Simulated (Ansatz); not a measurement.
## Band structure of SnSe

```
Sn Se
1.0
     0.00000    3.38892    3.38892
     3.38892    0.00000    3.38892
     3.38892    3.38892    0.00000
Sn Se
1 1
Cartesian
  0.0000 0.0000 0.0000
  1.6945 1.6945 1.6945
```

Atom numbers follow the list: Sn1, Se2.

The structure comes from a relaxation in the same program, started in the zincblende type, and has space group F-43m. Whether it is a known phase or the ground state wasn't checked.

No spin–orbit coupling, which matters for the heavy atoms here.

Computed with DFT, PBE, all-electron LAPW, scalar-relativistic (Ansatz 0.2.0).

The runs use a Γ-centred 12×12×12 k mesh, Fermi–Dirac smearing of 0.05 eV, basis error target 1 meV/atom, no spin polarisation.

Points in fractions of the reciprocal vectors of this cell: Γ (0, 0, 0), X (-0.5, -0.5, 0), U (-0.375, -0.375, 0.25), K (-0.375, 0, 0.375), L (0, 0, 0.5), W (-0.5, -0.25, 0.25). The path joins them by straight lines in the order Γ–X–U–K–Γ–L–W–X; legs that retrace an earlier one aren't tabulated. Energies are in eV from the top of the valence band.

Task: Metal or insulator at this level of theory?

Result: An insulator or semiconductor: gap 0.05 eV, indirect from W (-0.5, -0.25, 0.25) to X (-0.5, -0.5, 0) (so small a gap may close at points that the mesh and path miss).

Task: Tabulate bands 21 to 26, counted from the lowest band of the run, along the path.

Result: 
| k (1/Å) | point | band 21 | band 22 | band 23 | band 24 | band 25 | band 26 |
| --- | --- | --- | --- | --- | --- | --- | --- |
| 0.00 | Γ | -2.24 | -2.24 | -2.24 | 1.47 | 1.47 | 1.47 |
| 0.13 |  | -2.32 | -2.32 | -2.08 | 1.32 | 1.61 | 1.61 |
| 0.26 |  | -2.53 | -2.53 | -1.69 | 0.99 | 1.98 | 1.98 |
| 0.40 |  | -2.80 | -2.80 | -1.25 | 0.64 | 2.49 | 2.49 |
| 0.53 |  | -3.04 | -3.04 | -0.90 | 0.37 | 3.07 | 3.07 |
| 0.66 |  | -3.24 | -3.24 | -0.71 | 0.19 | 3.63 | 3.63 |
| 0.79 |  | -3.37 | -3.37 | -0.64 | 0.09 | 4.07 | 4.07 |
| 0.93 | X | -3.41 | -3.41 | -0.63 | 0.05 | 4.25 | 4.25 |
| 0.97 |  | -3.43 | -3.41 | -0.62 | 0.08 | 4.22 | 4.23 |
| 1.02 |  | -3.48 | -3.40 | -0.58 | 0.15 | 4.13 | 4.18 |
| 1.07 |  | -3.55 | -3.37 | -0.54 | 0.27 | 4.00 | 4.10 |
| 1.11 |  | -3.63 | -3.35 | -0.51 | 0.46 | 3.84 | 4.00 |
| 1.16 |  | -3.71 | -3.31 | -0.49 | 0.68 | 3.68 | 3.87 |
| 1.21 |  | -3.78 | -3.27 | -0.49 | 0.93 | 3.50 | 3.73 |
| 1.25 | U | -3.84 | -3.22 | -0.51 | 1.19 | 3.33 | 3.57 |
| 1.34 |  | -3.85 | -3.23 | -0.47 | 1.33 | 3.04 | 3.63 |
| 1.42 |  | -3.83 | -3.29 | -0.35 | 1.49 | 2.64 | 3.70 |
| 1.50 |  | -3.80 | -3.34 | -0.26 | 1.65 | 2.32 | 3.73 |
| 1.58 |  | -3.80 | -3.34 | -0.26 | 1.65 | 2.32 | 3.73 |
| 1.66 |  | -3.83 | -3.29 | -0.35 | 1.49 | 2.64 | 3.70 |
| 1.74 |  | -3.85 | -3.23 | -0.47 | 1.33 | 3.04 | 3.63 |
| 1.82 | K | -3.84 | -3.22 | -0.51 | 1.19 | 3.33 | 3.57 |
| 1.96 |  | -3.88 | -3.04 | -0.64 | 1.85 | 2.83 | 3.09 |
| 2.10 |  | -3.72 | -2.83 | -0.88 | 2.07 | 2.49 | 2.61 |
| 2.24 |  | -3.41 | -2.63 | -1.20 | 1.77 | 2.21 | 2.50 |
| 2.38 |  | -3.01 | -2.45 | -1.55 | 1.49 | 1.89 | 2.36 |
| 2.52 |  | -2.61 | -2.33 | -1.87 | 1.37 | 1.66 | 2.00 |
| 2.67 |  | -2.34 | -2.26 | -2.13 | 1.41 | 1.52 | 1.62 |
| 2.81 | Γ | -2.24 | -2.24 | -2.24 | 1.47 | 1.47 | 1.47 |
| 2.92 |  | -2.27 | -2.27 | -2.19 | 1.46 | 1.53 | 1.53 |
| 3.04 |  | -2.35 | -2.35 | -2.08 | 1.49 | 1.67 | 1.67 |
| 3.15 |  | -2.46 | -2.46 | -2.02 | 1.70 | 1.85 | 1.85 |
| 3.26 |  | -2.57 | -2.57 | -2.04 | 2.02 | 2.02 | 2.10 |
| 3.38 |  | -2.66 | -2.66 | -2.09 | 2.14 | 2.14 | 2.61 |
| 3.49 |  | -2.72 | -2.72 | -2.15 | 2.20 | 2.20 | 3.07 |
| 3.61 | L | -2.74 | -2.74 | -2.17 | 2.22 | 2.22 | 3.27 |
| 3.70 |  | -2.97 | -2.77 | -1.90 | 2.17 | 2.28 | 3.22 |
| 3.80 |  | -3.31 | -2.84 | -1.46 | 2.05 | 2.44 | 3.12 |
| 3.89 |  | -3.57 | -2.96 | -1.02 | 1.91 | 2.56 | 3.12 |
| 3.98 |  | -3.74 | -3.13 | -0.64 | 1.80 | 2.46 | 3.39 |
| 4.08 |  | -3.80 | -3.31 | -0.31 | 1.71 | 2.30 | 3.68 |
| 4.17 |  | -3.77 | -3.49 | -0.09 | 1.61 | 2.21 | 3.82 |
| 4.26 | W | -3.69 | -3.61 | 0.00 | 1.57 | 2.18 | 3.84 |
| 4.33 |  | -3.68 | -3.60 | -0.03 | 1.36 | 2.41 | 3.87 |
| 4.40 |  | -3.65 | -3.58 | -0.12 | 1.03 | 2.81 | 3.93 |
| 4.46 |  | -3.59 | -3.54 | -0.25 | 0.71 | 3.22 | 4.02 |
| 4.53 |  | -3.53 | -3.49 | -0.39 | 0.44 | 3.61 | 4.11 |
| 4.60 |  | -3.47 | -3.45 | -0.51 | 0.23 | 3.94 | 4.19 |
| 4.66 |  | -3.43 | -3.42 | -0.60 | 0.10 | 4.17 | 4.23 |
| 4.73 | X | -3.41 | -3.41 | -0.63 | 0.05 | 4.25 | 4.25 |
